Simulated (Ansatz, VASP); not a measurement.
B in VASP and in Ansatz

The input INCAR:

```
SYSTEM = B
  PREC = Accurate
  ENCUT = 600
  EDIFF = 1E-6
  ISMEAR = 0
  SIGMA = 0.1
  LREAL = .False.
  LASPH = .True.
  NELM = 100
  ALGO = Normal
  ISIF = 3
  LWAVE = .False.
  LCHARG = .False.
  GGA = PE
  IBRION = 2
  NSW = 100
  EDIFFG = -0.01
```

File KPOINTS:

```
Automatic mesh
0
Gamma
  10 10 10
  0 0 0
```

Contents of POSCAR:

```
B
1.0
    4.2031136999      0.0000000000      0.0000000000
    0.0000000000      4.2031136999      0.0000000000
    0.0000000000      0.0000000000      3.8243615018
B
8
Direct
    0.7966180158      0.5000000000      0.2499970410
    0.5000000000      0.7966180158      0.7499970410
    0.5000000000      0.2033819842      0.7499970410
    0.7966180158      0.5000000000      0.7500029590
    0.2033819842      0.5000000000      0.7500029590
    0.2033819842      0.5000000000      0.2499970410
    0.5000000000      0.7966180158      0.2500029590
    0.5000000000      0.2033819842      0.2500029590
```

Input for Ansatz:

```yaml
crystal:
  lattice:
    - [4.2031136999, 0.0, 0.0]
    - [0.0, 4.2031136999, 0.0]
    - [0.0, 0.0, 3.8243615018]
  atoms:
    - { symbol: B, position: [0.7966180158, 0.5, 0.249997041] }
    - { symbol: B, position: [0.5, 0.7966180158, 0.749997041] }
    - { symbol: B, position: [0.5, 0.2033819842, 0.749997041] }
    - { symbol: B, position: [0.7966180158, 0.5, 0.750002959] }
    - { symbol: B, position: [0.2033819842, 0.5, 0.750002959] }
    - { symbol: B, position: [0.2033819842, 0.5, 0.249997041] }
    - { symbol: B, position: [0.5, 0.7966180158, 0.250002959] }
    - { symbol: B, position: [0.5, 0.2033819842, 0.250002959] }
basis:
  ecutwfc: 420
kpoints:
  mp_grid: { grid: [10, 10, 10] }
hamiltonian:
  xc: pbe
scf:
  occupations: { method: gaussian, width: 0.1 }
output:
  forces: true
  stress: true
  eigenvalues: true
relax:
  adjacent_minimum: "off"
  f_tol: 0.01
  max_steps: 80
  cell: { stress_tol: 0.05 }
```

Alike in both runs: task relaxation of cell and atoms; functional PBE; k mesh 10 × 10 × 10; occupations gaussian, width 0.1 eV; no spin polarisation.

```csv
,VASP,Ansatz
version,VASP 6.6.1,Ansatz 0.2.0
potentials or method,"VASP PAW PBE potentials, release 64 (B)","scalar-relativistic, plane waves, PAW"
plane-wave cutoff (eV),600,420
valence electrons in the cell,24,24
```

```tsv
	VASP	Ansatz	Ansatz less VASP
gap on the k mesh at the Fermi level, each at its own relaxed structure (eV)	none	none	-
relaxed volume (Å³/atom)	8.49	8.49	+0.006
relaxed cell length with the largest relative difference (Å)	3.862	3.864	+0.0015
energy change over the relaxation (meV/atom)	-1	-1	0.0
```

A gap of «none» marks a metal or a gap that the smearing closes. Ansatz warned: «structure_snapped_to_symmetry».
